## PtSe₂: from M to L

**Question.** PtSe₂ is built of layers, each a sheet of platinum between two sheets of selenium. How far do its electron levels move when only the phase between neighbouring layers changes? The points M (0.5, 0, 0) and L (0.5, 0, 0.5) put this question cleanly. At both, the phase of the electron wave changes in the same way from cell to cell within a layer, but at L it also reverses from one layer to the next.

ABINIT 10.8.3 plane-wave LDA calculation of bulk PtSe₂ (space group P-3m1) at a given, fixed geometry, with HGH pseudopotentials, a 380.959 eV cutoff, a 6×6×4 k mesh and Fermi–Dirac smearing of 0.05 eV. Spin polarisation and spin–orbit coupling are not included. Levels are measured from the Fermi energy and numbered outwards from it.

| point a (reciprocal cell vector) | point b (reciprocal cell vector) | point c (reciprocal cell vector) | level under 4 (eV) | level under 3 (eV) | level under 2 (eV) | level under 1 (eV) | level over 1 (eV) | level over 2 (eV) |
| --- | --- | --- | --- | --- | --- | --- | --- | --- |
| 0.0000 | 0.0000 | 0.0000 | -4.124 | -2.632 | -1.031 | -1.031 | 0.480 | 1.506 |
| 0.5000 | 0.0000 | 0.0000 | -3.663 | -3.580 | -3.560 | -3.087 | 0.662 | 2.420 |
| 0.1667 | 0.1667 | 0.0000 | -3.632 | -2.606 | -2.323 | -0.467 | 0.656 | 1.645 |
| 0.3333 | 0.3333 | 0.0000 | -3.950 | -2.730 | -1.921 | -1.921 | 0.019 | 0.019 |
| 0.3333 | 0.0000 | 0.2500 | -3.480 | -3.086 | -2.392 | -2.311 | 1.885 | 2.022 |
| 0.0000 | 0.0000 | 0.5000 | -2.993 | -1.820 | -1.479 | -1.479 | 2.366 | 2.366 |
| 0.5000 | 0.0000 | 0.5000 | ? | ? | ? | ? | ? | ? |

**Reading the columns.** Points a, b and c are the components of the wave vector, and the levels are counted down and up from the Fermi energy. The 22 valence electrons would fill 11 bands in an insulator. At Γ (0, 0, 0), however, the eleventh level lies at 0.480 eV, above the Fermi energy, and so appears under "level over 1". It also lies above the lowest empty level at K (0.3333, 0.3333, 0), which is at 0.019 eV, so close to the Fermi energy that the smearing partly fills it. The table does not number the bands, so the place of the eleventh level at Γ is inferred. On this reading the bands overlap in energy, which agrees with the metal that the run reports.

**First limit: layers that ignore each other.** If no electron could pass between layers, the phase between them would not matter. L would then repeat M, with the highest filled level at -3.087 eV and the lowest empty one at 0.662 eV. Any difference between the two points therefore measures the coupling between layers.

**Second limit: all contacts in step.** The line from Γ to A (0, 0, 0.5) shows how strong that coupling can be. The single level at 0.480 eV at Γ most naturally connects to the single level at -1.820 eV at A, a fall of 2.300 eV. Standard chemistry assigns it to selenium p orbitals that point across the gap between layers. Each selenium atom faces three others there, and at Γ all three contacts are antibonding, which raises the level. At A the sign change between layers makes all three bonding.

**From the limits to L.** Let each contact contribute an energy t, positive when it is antibonding. Between Γ and A the sum goes from +3t to -3t, so 6t = 2.300 eV and t is about 0.38 eV. At M the pattern within the layer reverses two of the three contacts, which leaves 1 - 2 = -1, a net bonding contribution of -t. At L every sign flips and the sum becomes +t. The level should rise by 2t, about 0.77 eV, which takes the highest filled level from -3.087 to -2.32 eV.

The estimate takes its strength from Γ and A and its starting point from M. It assumes that the highest filled state at M is of the same p type, with the same symmetry about platinum, as the one followed from Γ. It also assumes that the level followed from Γ keeps its character all the way to A, although other single levels of the same symmetry can mix with it on that line. The level energies alone establish neither point. With the opposite symmetry, the state would move down instead.

**A correction for tilted contacts.** The selenium contacts are tilted, so they also mix p orbitals lying in the layer with those pointing out of it. Contacts between the two selenium sheets of one layer and contacts across the gap tilt in opposite directions. Their mixing effects oppose each other at M and add at L. Mixing pushes the upper of two levels up, and I allow about 0.3 eV for this by judgement.

**The empty level.** The lowest empty state is, in the usual bonding picture, an antibonding combination of platinum d and selenium p orbitals. The p state followed above cannot be the selenium partner: inversion through a platinum atom reverses the sign of that state but leaves a d orbital unchanged, so the two do not mix at M or L. A better guide is the line from Γ to A, where the twelfth level, the first that an insulator would leave empty, rises from 1.506 to 2.366 eV. The phases at M differ from those at Γ, so the guidance is weak. I allow a rise of about 0.4 eV, again by judgement.

**Forecasts for L**

- The highest filled level lies above that at M, at -2.0 eV, with a range from -2.8 to -1.2 eV.
- The lowest empty level lies above that at M, at 1.1 eV, with a range from 0.4 to 1.8 eV.
- Symmetry enforces no pair of equal levels, because L, like M, lacks the threefold axis that produces the pairs at Γ, K and A.

The other four listed levels get no numerical forecast. The ranges express judgement; they are not statistical errors.

The withheld rows as computed:

| point a (reciprocal cell vector) | point b (reciprocal cell vector) | point c (reciprocal cell vector) | level under 4 (eV) | level under 3 (eV) | level under 2 (eV) | level under 1 (eV) | level over 1 (eV) | level over 2 (eV) |
| --- | --- | --- | --- | --- | --- | --- | --- | --- |
| 0.5000 | 0.0000 | 0.5000 | -3.658 | -3.347 | -2.878 | -1.393 | 1.035 | 1.526 |

**The filled level: right direction, too small a step.** The computed value is -1.393 eV. It falls inside the range, but 0.61 eV above the central forecast. The level rises by 1.69 eV from M to L, more than twice the 0.77 eV obtained by counting contacts. With the symmetry assumed for the state, the contact sum points the right way, but its size accounts for less than half of the change.

The other filled levels give a hint about the error. At M the four listed filled levels lie within 0.58 eV of one another. At L the highest stands 1.49 eV above the next, so one level has been lifted clear of the group. Strong mixing between in-plane and out-of-plane p orbitals could do this, and my allowance of 0.3 eV would then be much too small. The energy per contact may also be too low: if the level followed from Γ changes character on the way to A, its fall may understate the coupling. Or the highest filled levels at M and L may be different kinds of state, one of which overtakes the other between the two points. The level energies cannot decide between these causes; that would need the orbital make-up of the states.

**The empty level: a close hit on a loose argument.** The computed value is 1.035 eV, within 0.07 eV of the forecast. The direction is the same as from Γ to A. The size of the shift was a judgement with a half-width of 0.7 eV, so the close agreement owes much to luck and does not explain why the level rises.

**No pairs.** The closest two of the six levels listed at L are 0.31 eV apart. This was the safest forecast, because it rests on symmetry and needs no estimate of coupling strength. Spin–orbit coupling, left out here, matters for an element as heavy as platinum. It could split the exact pairs at Γ, K and A and shift levels at L as well.

**What the step from M to L means.** The filled level rises more than the empty one, so the distance between them shrinks from 3.75 eV at M to 2.43 eV at L. Neither distance is a band gap, because the overlap between Γ and K already makes the crystal metallic in this calculation. LDA usually places empty levels too low relative to filled ones, so the overlap may be too large and both distances too small. The change from M to L still shows that the layers are far from independent electronically. With the symmetry assumed for the state, the count of contact phases gave the direction of the shift at L but not its size, and a single point cannot show how well it would do elsewhere.

The output below lists the contact estimate, built from Γ, A and M, beside the forecasts and the computed levels at L.

Printed output of the fit:

```
Bands that 22 valence electrons would fill: 11
Overlap, eleventh level at Gamma less lowest empty level at K (eV): 0.461
Fall of the single level from Gamma to A (eV): 2.3
Sum of the three contact phases at M (3 at Gamma): -1
Model rise of the top filled level from M to L (eV): 0.7667
Model value of the top filled level at L (eV): -2.32
Uncoupled layers, top filled level at L (eV): -3.087
Uncoupled layers, lowest empty level at L (eV): 0.662
Forecast of the top filled level at L (eV): -2
Half-width of that forecast (eV): 0.8
Computed top filled level at L (eV): -1.393
Miss, forecast less computed, top filled level (eV): -0.607
Miss of the unshifted model, top filled level (eV): -0.9273
Computed change of the top filled level from M to L (eV): 1.694
Forecast of the lowest empty level at L (eV): 1.1
Half-width of that forecast, empty level (eV): 0.7
Computed lowest empty level at L (eV): 1.035
Miss, forecast less computed, lowest empty level (eV): 0.065
Computed change of the lowest empty level from M to L (eV): 0.373
Distance from top filled to lowest empty level at M (eV): 3.749
Distance from top filled to lowest empty level at L (eV): 2.428
Spacing of the two highest filled levels at L (eV): 1.485
Spacing of the second and third filled levels at L (eV): 0.469
Spacing of the third and fourth filled levels at L (eV): 0.311
Spacing of the two lowest empty levels at L (eV): 0.491
```
